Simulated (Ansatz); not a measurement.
All numbers below come from DFT, RPBE, plane waves (420 eV) with PAW, scalar-relativistic (Ansatz 0.2.0). The PAW files were generated under PBE, with cores re-solved for the functional.

An element in the diamond structure gives this curve. The cell is scaled uniformly from the relaxed one, with fractional coordinates and shape fixed. Energies are extrapolated to zero smearing, pressures are those at the given smearing. Magnetic state: ferromagnetic.

| V (Å³/atom) | E − E₀ (meV/atom) | P (GPa) | sphere moment (μB) |
| --- | --- | --- | --- |
| 15.147 | 78.3 | 13.96 | 0.83 |
| 15.836 | 31.6 | 8.18 | 0.84 |
| 16.525 | 7.1 | 3.63 | 0.84 |
| 17.213 | 0.0 | 0.03 | 0.85 |
| 17.902 | 6.7 | -2.81 | 0.86 |
| 18.590 | 24.2 | -5.04 | 0.87 |
| 19.279 | 50.2 | -6.77 | 0.88 |

Q: Which element is it?
A. iron
B. copper
C. nickel
D. beryllium

A: C. Its fit is V₀ = 17.20 Å³/atom, B₀ = 80 GPa, B₀′ = 4.9.
